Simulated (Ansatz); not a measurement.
The cell is COD entry 1534929, as deposited and not checked against the literature; nothing was relaxed. The listed cell was then made from it by scaling, straining or moving an atom.

Hf: DFT, PBE, all-electron PAW with datasets made for the crystal, scalar-relativistic (Ansatz 0.2.0). What sets it apart from a plain run of this crystal: equal xy, yz and zx engineering shear strains of +1 %.

```yaml
crystal:
  lattice:
    - [0.0222, 2.2311, 2.2311]
    - [2.2311, 0.0222, 2.2311]
    - [2.2311, 2.2311, 0.0222]
  atoms:
    - { symbol: Hf, position: [0.0, 0.0, 0.0] }
kpoints:
  mp_grid: { grid: [16, 16, 16] }
scf:
  occupations: { method: fermi_dirac, width: 0.03 }
hamiltonian:
  xc: pbe
  pseudopotentials: { kind: all_electron, datasets: crystal }
output:
  forces: true
  stress: true
  eigenvalues: true
  efg: { contact_densities: true }
```

Output (standing set-up lines are left out):

```
Crystal: 1 atoms, lattice volume = 21.880 Å³
Basis set: ecut = 400 eV, 399 PW (Γ), exchange–correlation on 48×48×48 points (8 copies of the dense FFT grid, shifted against one another)
Symmetry: 12 space group operations
Space group: R-3m (ITA 166), of the structure as read, at distance tolerance 2.8e-5 Å
k-points: 417 of 4096
SCF iter   1: F=—  HF=-410250.249599 eV  |F-HF|=—  |Δ(HF+E_count)|=         —  Δρ=3.27e-2  dr2=2.89e-1  ethr=1.17e-3  ⟨swp⟩=2.2  Hψ=37152  notcnv=0
preconditioner: auto → none  [metal: Δε(μ)=0.005 eV  Ē_g=19.588 eV  σ=0.030 eV  W_gap=0.04  n_scr=8 (ndim 8)  ℏωp=38.9 eV  f_vac=0.000  D(μ)=2.00/eV (n_scr^D=26)  sad-step TF]
SCF iter   2: F=—  HF=-410250.202772 eV  |F-HF|=—  |Δ(HF+E_count)|=   4.68e-2  Δρ=2.23e-2  dr2=1.37e-1  ethr=1.11e-3  ⟨swp⟩=2.0  Hψ=15013  notcnv=0  defer=1
iter 3 solved again at ethr=2.17e-5 eV; its pass at ethr=5.28e-4 eV (dr2=5.63e-3 eV) is discarded
SCF iter   3: F=—  HF=-410250.163526 eV  |F-HF|=—  |Δ(HF+E_count)|=   3.92e-2  Δρ=5.66e-3  dr2=5.64e-3  ethr=2.17e-5  ⟨swp⟩=2.0  Hψ=35783  notcnv=0
SCF iter   4: F=—  HF=-410250.165132 eV  |F-HF|=—  |Δ(HF+E_count)|=   1.61e-3  Δρ=1.02e-3  dr2=1.14e-4  ethr=2.17e-5  ⟨swp⟩=3.0  Hψ=19782  notcnv=0  defer=1
SCF iter   5: F=—  HF=-410250.166131 eV  |F-HF|=—  |Δ(HF+E_count)|=   9.99e-4  Δρ=4.91e-4  dr2=2.47e-5  ethr=4.38e-7  ⟨swp⟩=3.0  Hψ=17903  notcnv=0
SCF iter   6: F=—  HF=-410250.166145 eV  |F-HF|=—  |Δ(HF+E_count)|=   1.40e-5  Δρ=1.71e-4  dr2=5.07e-6  ethr=9.51e-8  ⟨swp⟩=2.9  Hψ=17110  notcnv=0
SCF iter   7: F=-410250.166090 eV  HF=-410250.166090 eV  |F-HF|=1.35e-8  |Δ(HF+E_count)|=   5.52e-5  Δρ=1.08e-5  dr2=2.05e-8  ethr=1.95e-8  ⟨swp⟩=3.0  Hψ=17864  notcnv=0
SCF 1 converged in 7 iterations: F = -410250.166090 eV  dr2 = 2.05e-8
  Residual-converged pass: ⟨swp⟩=3.0  Hψ=14798  notcnv=0  max |occ|·‖R‖ = 3.7e-6 eV (tolerance 3.7e-6 eV)  dr2=2.04e-8  dr2_onsite=2.94e-8  max |Δocc| = 1.2e-9
  greatest PAW one-centre occupation: 0.999 electrons in one spin orbital (limit 2), on the Hf atom at site 0 (counted from 0), in its partial waves of l = 3
SCF converged after 7 iterations
Free energy (F): -410250.166090 eV
Harris-Foulkes:  -410250.166090 eV  (|F-HF|=1.35e-8)
Internal energy: -410250.160420 eV  (E = F + TS)
E sigma→0 (E₀):  -410250.163255 eV
Entropy (-TS):   -0.005670 eV (-5.670 meV/atom)
Past the cutoff: the bands carry plane waves up to 1.75 times it, of which those up to 1.5 times it add -0.000590 eV an atom, each by itself; the spheres take 0.000399 eV an atom off the energy for waves past 1.75 times it
By the cutoff:   a pressure is off by up to 0.008 GPa (1.2 times the spheres' own share and the shells' term, over an atom's volume, and 0.004 GPa: a bound that held against runs at twice the plane waves)
Past the cutoffs: a stress includes 0.0007 GPa for waves and charges beyond them, in addition to the slope of what the spheres take
In the spheres:  the bands' charges fall short by 1.2e-7 e at most (sound up to 1e-3)
Fermi energy:    20.538913 eV
--- Per-component energies (eV) ---
  The terms above E_closure are by the made datasets' own strengths, without shells solved beside the bands.
--- Forces (eV/Å), atoms counted from 1 ---
  atom   1  Hf    -0.00000000     0.00000000     0.00000000
  max |Σ_I F_I| component: 3.29e-32 eV/Å
--- Stress (GPa, compression-positive) ---
        3.207766      -0.624607      -0.624607
       -0.624607       3.207766      -0.624607
       -0.624607      -0.624607       3.207766
  P = ⅓ Tr σ = 3.2078 GPa (32.078 kbar)
--- PAW observables at the nuclei: V_zz in 10²¹ V/m², potentials from the cell's mean, atoms counted from 1 ---
  atom   1  Hf V_zz =    -2.292258   η = 0.0000   by run symmetry: allowed
            electrostatic potential = -14184.077823 V   contact ρ = 7525281.037058 e/Å³
--- Band table (eV; the first three rows and the last of 417) ---
  k-point 0: bands = ["-41.1278", "-9.3956", "-9.3713", "-9.3713", "8.9080", "8.9306", "8.9343", "8.9343", "9.0100", "9.0100", "9.0115", "13.2620", "21.7838", "22.0195", "22.0195", "24.8191"]
  k-point 1: bands = ["-41.1252", "-9.4130", "-9.3943", "-9.3761", "8.9102", "8.9317", "8.9342", "8.9359", "9.0070", "9.0081", "9.0103", "13.4034", "21.7954", "21.9305", "22.0940", "24.7376"]
  k-point 2: bands = ["-41.1175", "-9.5121", "-9.4094", "-9.3900", "8.9160", "8.9319", "8.9378", "8.9405", "8.9989", "8.9997", "9.0106", "13.8121", "21.4771", "22.0516", "22.2816", "24.5647"]
  k-point 416: bands = ["-41.0632", "-10.2419", "-9.4785", "-9.4785", "8.9047", "8.9352", "8.9352", "8.9815", "8.9847", "8.9847", "9.0141", "16.7971", "21.0674", "21.7641", "21.7641", "26.9525"]
```
